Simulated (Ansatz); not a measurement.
# InP: the cost of one run

Computed with Ansatz 0.2.0 (DFT PBE, scalar-relativistic, plane waves, PAW, unless a step's input says otherwise).

The COD entry's cell or inner coordinates are ideal or old and differ from later refinements, so a difference from it is no clean test against experiment.

### 1 The starting structure

Symmetry: F-43m, No. 216, cubic system. Conventional cell: a = 5.861 Å, b = 5.861 Å, c = 5.861 Å, α = 90.00°, β = 90.00°, γ = 90.00°. In (site symmetry -43m) has 4 P at 2.54 Å in its first shell of neighbours. Around P (site symmetry -43m) lie 4 In at 2.54 Å.

Structure file:

```
CELL_PARAMETERS angstrom
0.00000 2.93050 2.93050
2.93050 0.00000 2.93050
2.93050 2.93050 0.00000
ATOMIC_POSITIONS crystal
In 0.00000 0.00000 0.00000
P 0.75000 0.75000 0.75000
```

The cell is taken as given, not relaxed at this level.

### 2 The reference cell

The reference gives a free energy of -6353.9810 eV, pressure 3.34 GPa, largest force 0.000 eV/Å and gap on the mesh 0.72 eV. It was computed beforehand with the settings of the runs below.

### 3 Setting up energy and stress against strain

The cell is strained by ε times the Voigt pattern (0, 1, 0, 0, 0, 0) (xx, yy, zz, yz, xz, xy; engineering shear), with fractional coordinates fixed (clamped ions). The stress on the pattern is the sum of the stress components weighted by it, tension positive.

### 4 ε = -0.0400

input.yaml

```yaml
crystal:
  lattice:
    - [0.0, 2.81328, 2.9305]
    - [2.9305, 0.0, 2.9305]
    - [2.9305, 2.81328, 0.0]
  atoms:
    - { symbol: In, position: [0.0, 0.0, 0.0] }
    - { symbol: P, position: [0.75, 0.75, 0.75] }
basis:
  ecutwfc: 420
kpoints:
  mp_grid: { grid: [8, 8, 8] }
hamiltonian:
  xc: pbe
scf:
  occupations: { method: gaussian, width: 0.05 }
output:
  forces: true
  stress: true
  eigenvalues: true
```

Run with:

```console
$ ansatz run input.yaml --threads 1 --pin off --max-ram 2560MiB --backend cpu --events-out ev --progress --plain --runs-dir out
```

**Question.** How long does this run take on 1 thread of Intel Xeon at 2.50GHz (Skylake/Cascade Lake), shared host, and how much memory does it need?

About 7.2 s, with a peak of 0.37 GiB.
